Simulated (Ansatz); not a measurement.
## Preparing ZnSe (F-43m) as a host crystal

Before any defect goes in: ZnSe (F-43m) at rest, and how it screens a charge.

Method: plane-wave PAW DFT, r2SCAN; relaxation of the host's cell and atoms; PAW set soft_1, in the first sound run; inputs show where later runs differ, in Ansatz 0.2.0.

This is a report of a sequence of runs, with most program output left out.

**1. The structure**

It takes space group F-43m (No. 216, cubic). Conventional cell: a = 5.665 Å, b = 5.665 Å, c = 5.665 Å, α = 90.00°, β = 90.00°, γ = 90.00°. Zn has 4 Se at 2.45 Å nearest. Nearest to Se lie 4 Zn at 2.45 Å. Farther neighbours and most contacts between anions are not listed.

**2. Host cell relaxation**

Lattice and positions are set free, within the symmetry that the program keeps.

cell/input.yaml reads:

```yaml
crystal:
  lattice:
    - [0.0, 2.8324425, 2.8324425]
    - [2.8324425, 0.0, 2.8324425]
    - [2.8324425, 2.8324425, 0.0]
  atoms:
    - { symbol: Zn, position: [0.0, 0.0, 0.0] }
    - { symbol: Se, position: [0.25, 0.25, 0.25] }
basis:
  ecutwfc: 500
  xc_grid: 2
hamiltonian:
  xc: r2scan
  pseudopotentials: { kind: paw, azcp: { folder: soft_1 } }
kpoints:
  mp_grid: { grid: [9, 9, 9] }
scf:
  occupations: { method: fixed }
  max_iter: 100
relax:
  f_tol: 0.005
  max_steps: 60
  cell: {}
output:
  forces: true
  stress: true
checkpoint:
  write: "../cell.run"
  compress: false
  write_wavefunctions: false
  write_every: 100000
```

Command:

```
ansatz run input.yaml --threads 32 --pin off --max-ram 56524MiB --backend cuda --events-out ev --progress --plain --runs-dir out --max-vram 78GiB
```

It took 1.5 s on 1 × NVIDIA GB200 with 32 threads of Arm Neoverse V2, shared host; peak memory 1.1 GiB; 4.2 s of CPU time.

Little changed from the start: no atom moved by 0.005 Å and no cell edge by 0.1 %.

This step gave:

| Item | Value |
| --- | --- |
| pressure | 0.03840 GPa |

**3. Dielectric tensors of the host**

The response to a uniform electric field gives the electronic dielectric tensor.

This step: plane-wave PAW DFPT, PBEsol; dielectric tensors, Born charges and zone-centre modes of the host; PAW set soft_1 (Ansatz 0.2.0).

eps/input.yaml reads:

```yaml
crystal:
  lattice:
    - [0.0, 2.8324425, 2.8324425]
    - [2.8324425, 0.0, 2.8324425]
    - [2.8324425, 2.8324425, 0.0]
  atoms:
    - { symbol: Zn, position: [0.0, 0.0, 0.0] }
    - { symbol: Se, position: [0.25, 0.25, 0.25] }
basis:
  ecutwfc: 420
hamiltonian:
  xc: pbesol
  pseudopotentials: { kind: paw, azcp: { folder: soft_1 }, xc_functional: pbe }
kpoints:
  mp_grid: { grid: [7, 7, 7] }
scf:
  occupations: { method: fixed }
  max_iter: 100
phonons:
  method: dfpt
  dielectric: true
  rigid_motions: translations
```

It took 6.2 s on 1 × NVIDIA GB200 with 32 threads; peak memory 1.6 GiB.

Electronic dielectric tensor:

```
7.48 0.00 0.00
0.00 7.48 0.00
0.00 0.00 7.48
```

Static dielectric tensor:

```
10.54  0.00  0.00
 0.00 10.54  0.00
 0.00  0.00 10.54
```

The electronic dielectric tensor is isotropic, 7.48. The static dielectric tensor is isotropic, 10.54.

**4. Primitive cell on a dense mesh**

A dense mesh gives the host's converged energy, against which the supercell's sampling is tested.

This step: plane-wave PAW DFT, r2SCAN; single point of the host's primitive cell on a dense mesh; PAW set soft_1 (Ansatz 0.2.0).

dense/input.yaml reads:

```yaml
crystal:
  lattice:
    - [0.0, 2.8324425, 2.8324425]
    - [2.8324425, 0.0, 2.8324425]
    - [2.8324425, 2.8324425, 0.0]
  atoms:
    - { symbol: Zn, position: [0.0, 0.0, 0.0] }
    - { symbol: Se, position: [0.25, 0.25, 0.25] }
basis:
  ecutwfc: 500
  xc_grid: 2
hamiltonian:
  xc: r2scan
  pseudopotentials: { kind: paw, azcp: { folder: soft_1 } }
kpoints:
  mp_grid: { grid: [9, 9, 9] }
scf:
  occupations: { method: fermi_dirac, width: 0.01 }
  max_iter: 80
```

Run time: 1.7 s. Hardware: 1 × NVIDIA GB200 with 32 threads; peak memory 1.1 GiB.

**5. Self-consistent run**

This step: plane-wave PAW DFT, r2SCAN; single point of the defect-free supercell, a test of its k-points; PAW set soft_1 (Ansatz 0.2.0).

System of this step: ZnSe (F-43m). The cell holds 54 atoms: 27 Zn and 27 Se. Its edges and angles: a = 12.017 Å, b = 12.017 Å, c = 12.017 Å, α = 60.0°, β = 60.0°, γ = 60.0°.

pristine.sampling/input.yaml reads:

```yaml
crystal:
  lattice:
    - [0.0, 8.4973275, 8.4973275]
    - [8.4973275, 0.0, 8.4973275]
    - [8.4973275, 8.4973275, 0.0]
  atoms:
    - { symbol: Zn, position: [0.0, 0.0, 0.0] }
    - { symbol: Se, position: [0.0833333333, 0.0833333333, 0.0833333333] }
    - { symbol: Zn, position: [0.0, 0.0, 0.3333333333] }
    - { symbol: Se, position: [0.0833333333, 0.0833333333, 0.4166666667] }
    - { symbol: Zn, position: [0.0, 0.0, 0.6666666667] }
    - { symbol: Se, position: [0.0833333333, 0.0833333333, 0.75] }
    - { symbol: Zn, position: [0.0, 0.3333333333, 0.0] }
    - { symbol: Se, position: [0.0833333333, 0.4166666667, 0.0833333333] }
[... 42 atom lines left out ...]
    - { symbol: Zn, position: [0.6666666667, 0.6666666667, 0.3333333333] }
    - { symbol: Se, position: [0.75, 0.75, 0.4166666667] }
    - { symbol: Zn, position: [0.6666666667, 0.6666666667, 0.6666666667] }
    - { symbol: Se, position: [0.75, 0.75, 0.75] }
basis:
  ecutwfc: 500
  xc_grid: 2
hamiltonian:
  xc: r2scan
  pseudopotentials: { kind: paw, azcp: { folder: soft_1 } }
kpoints:
  mp_grid: { grid: [1, 1, 1], shift: [0.25, 0.25, 0.25] }
scf:
  occupations: { method: fermi_dirac, width: 0.01 }
  max_iter: 80
```

Wall time 1.4 s (1 × NVIDIA GB200 with 32 threads); peak memory 1.5 GiB.

Numbers from this step:

```yaml
energy_over_dense_mesh: 0.05980 eV/atom
```

**6. What came out**

```yaml
primitive_cell_vectors_lengths: 4.006, 4.006, 4.006 Å
electronic_dielectric_constant: 7.48
static_dielectric_constant: 10.54
gap_on_the_k_mesh_of_the_response_run_pbesol: 1.17 eV
energy_an_atom_at_one_point_at_less_that_on_the_dense_mesh: 0.060 eV
```

In words: The k-mesh can miss the band edges, so this gap is an upper bound at this level. All at zero temperature.

[Logs are printed without paths, hosts, clocks, repeated set-up lines and the standing remarks that a program may print on its own settings, such as how far it seeks lower states.]

[Hosts, paths, dates, database ids (printed as entryN), source tags and the programs' standing remarks are cut or masked in the printed files.]

[Runs of the host that timed out are not shown.]

[For some hosts the program warned that the k-mesh of the response run may be too coarse for force constants and the static dielectric constant; such warnings are not always shown.]

[The program warned that the k-mesh of a response run behind this text may be too coarse: force constants, and the static dielectric constant and all else formed from them, are not shown converged.]
